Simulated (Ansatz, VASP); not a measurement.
# InSe in two plane-wave programs, part 2 of 2

Aim: how closely do two programs agree when they are given the same cell, functional and k mesh? The cell is taken from a series of VASP runs on this material, whose earlier steps may have relaxed, scaled or displaced it; both programs get it as it stands.

VASP 6.6.1 and Ansatz 0.2.0.

So far: The structure; Ansatz: relaxation of cell and atoms, PBEsol; VASP: relaxation of cell and atoms, PBEsol.

## Step 3: VASP: relaxation of cell and atoms, PBEsol (continued)

Level of this step: PBEsol; plane waves and PAW (In_d, Se) (VASP).

Numbers of over 12 decimals in the logs are rounded to 6 here.

From OUTCAR (step 3):

```text
ion  position               nearest neighbor table
   1  0.111  0.111  0.111-   3 2.65   3 2.65   3 2.65   2 2.78
   2  0.001  0.001  0.001-   4 2.65   4 2.65   4 2.65   1 2.78
   3  0.828  0.828  0.828-   1 2.65   1 2.65   1 2.65
   4  0.616  0.616  0.616-   2 2.65   2 2.65   2 2.65

  LATTYP: Found a trigonal (rhomboedric) cell.
 ALAT       =     8.7257707240
 COS(alpha) =     0.8943176905

 Subroutine GETGRP returns: Found  6 space group operations
 (whereof  6 operations were pure point group operations)

The static configuration has the point symmetry C_3v.

 Found    116 irreducible k-points:

   k-points           NKPTS =    116   k-points in BZ     NKDIM =    116   number of bands    NBANDS=     25

   dimension x,y,z NGX =    60 NGY =   60 NGZ =   60
   dimension x,y,z NGXF=   120 NGYF=  120 NGZF=  120

   ENCUT  =  450.0 eV  33.07 Ry    5.75 a.u.  15.09 15.09 15.09*2*pi/ulx,y,z

   NELECT =      38.0000    total number of electrons

 k-points in reciprocal lattice and weights: Automatic mesh
   0.00000000  0.00000000  0.00000000       0.001
   0.10000000  0.00000000  0.00000000       0.006
   0.20000000  0.00000000  0.00000000       0.006
   0.30000000 -0.00000000 -0.00000000       0.006
   0.40000000  0.00000000  0.00000000       0.006
   0.50000000  0.00000000  0.00000000       0.003
   0.10000000  0.10000000  0.00000000       0.006
   0.20000000  0.10000000  0.00000000       0.012
   0.30000000  0.10000000 -0.00000000       0.012
[...]
-0.40000000  0.50000000  0.40000000       0.006
   0.50000000  0.50000000  0.50000000       0.001

 average (electrostatic) potential at core
       1 -97.0600       2 -97.0596       3 -54.0823       4 -54.0811

 E-fermi :   4.0445

 k-point     1 :       0.0000    0.0000    0.0000
  band No.  band energies     occupation
    ...
     15       2.3796      2.00000
     16       2.6416      2.00000
     17       2.6416      2.00000
     18       2.7271      2.00000
     19       2.7271      2.00000
     20       5.5484      0.00000
     21       5.9212      0.00000
     22       8.2204      0.00000
     23       8.2204      0.00000
     24       9.1465      0.00000
    ...

 k-point     2 :       0.1000    0.0000    0.0000
  band No.  band energies     occupation
    ...
     15       1.8627      2.00000
     16       2.3622      2.00000
     17       2.5096      2.00000
     18       2.6195      2.00000
     19       2.7725      2.00000
     20       5.8132      0.00000
     21       6.4447      0.00000
     22       7.6684      0.00000
     23       8.3221      0.00000
     24       8.8958      0.00000
    ...

 k-point     3 :       0.2000    0.0000    0.0000
  band No.  band energies     occupation
    ...
     15       0.8739      2.00000
     16       2.0040      2.00000
     17       2.2138      2.00000
     18       2.3431      2.00000
     19       2.8952      2.00000
     20       6.0363      0.00000
     21       6.3249      0.00000
     22       7.7732      0.00000
     23       8.2309      0.00000
     24       8.5116      0.00000
    ...

  Total       -0.0055977     -0.0055977      0.0071255      0.0000000     -0.0000000      0.0000000
  in kB       -0.0763965     -0.0763965      0.0972473      0.0000000     -0.0000000      0.0000000
  external PRESSURE =      -0.0185153 kB  Pullay stress =       0.0000000 kB

  energy-cutoff  :      450.00
  volume of cell :      117.39
      direct lattice vectors                 reciprocal lattice vectors
     2.005643660  1.157958907  8.424631624     0.249296528  0.143931417  0.039566517
    -2.005643660  1.157958907  8.424631624    -0.249296528  0.143931417  0.039566517
    -0.000000000 -2.315917814  8.424631624     0.000000000 -0.287862835  0.039566517

 POSITION                                       TOTAL-FORCE (eV/Angst)
 -----------------------------------------------------------------------------------
     -0.00000     -0.00000      2.79565         0.000000      0.000000     -0.001758
     -0.00000     -0.00000      0.01859         0.000000      0.000000     -0.000874
     -0.00000     -0.00000     20.92314        -0.000000     -0.000000      0.001666
     -0.00000     -0.00000     15.58880        -0.000000     -0.000000      0.000967
 -----------------------------------------------------------------------------------
    total drift:                                0.000000     -0.000000     -0.000090

  FREE ENERGIE OF THE ION-ELECTRON SYSTEM (eV)
  ---------------------------------------------------
  free  energy   TOTEN  =       -15.5954322438 eV

  energy  without entropy=      -15.5954322438  energy(sigma->0) =      -15.59543224

 reached required accuracy - stopping structural energy minimisation

 total charge
# of ion       s       p       d       tot
------------------------------------------
    1        0.859   0.675   9.885  11.418
    2        0.859   0.674   9.885  11.417
    3        1.475   2.322   0.023   3.820
    4        1.475   2.321   0.023   3.820
--------------------------------------------------
tot          4.667   5.992  19.815  30.474

[... 3 further parts left out ...]
```

CONTCAR:

```
InSe
   1.00000000000000
     2.0056436597345519    1.1579589068201277    8.4246316238726813
    -2.0056436597345519    1.1579589068201277    8.4246316238726813
    -0.0000000000000000   -2.3159178137403877    8.4246316238727008
  In              Se
     2     2
Direct
     0.1106140405172256    0.1106140405172256    0.1106140405172256
     0.0007353598005900    0.0007353598005900    0.0007353598005900
     0.8278559328100744    0.8278559328100744    0.8278559328100744
     0.6167946668721075    0.6167946668721075    0.6167946668721075
```

The run keeps the 6 symmetry operations of its start, so it cannot find a distortion of lower symmetry.

## Step 4: Side by side

Known differences besides the potentials themselves: both relaxations stop at a tolerance, which leaves soft axes loose, and VASP keeps its plane-wave basis; the data sets hold 58 valence electrons in Ansatz (default PAW (the set named soft_2) files) and 38 in VASP; the cutoff is 420 eV in Ansatz and 450 eV in VASP; Ansatz makes its cores anew for this functional, VASP keeps those of its PBE data sets; VASP leaves aspherical gradient terms in its spheres out (LASPH is not set), Ansatz keeps them; Ansatz adds a Pulay correction to the stress that steers its cell, VASP none. Total energies have different zeros and are not compared.

The two programs side by side:

```csv
quantity,Ansatz,VASP,difference
volume (Å³),117.23,117.39,-0.14 %
"edge a after relaxation, in the typed setting (Å)",8.732,8.737,-0.06 %
```

The walks stopped with 0.00 GPa left in Ansatz and 0.00 GPa in VASP; each walk ends within a tolerance, so the volume difference is uncertain by about these residues over the bulk modulus, most in soft cells.

## Step 5: Outcome

- difference in volume (relaxation of cell and atoms, PBEsol): -0.14 %

**Reading.** The difference in volume is -0.14 % (relaxation of cell and atoms, PBEsol), within the 1.2 % picked in this series as the mark of a large difference, as far as the stopping tolerances let one tell. How closely two codes agree says nothing of how well the functional describes the real material.

[Lines on the potential files, build, host, timing and source positions are cut from VASP's logs without a mark.]

[Logs are printed without paths, hosts, clocks, repeated set-up lines and the standing remarks that a program may print on its own settings, such as how far it seeks lower states.]

[Hosts, paths, dates, database ids (printed as entryN), source tags and the programs' standing remarks are cut or masked in the printed files.]
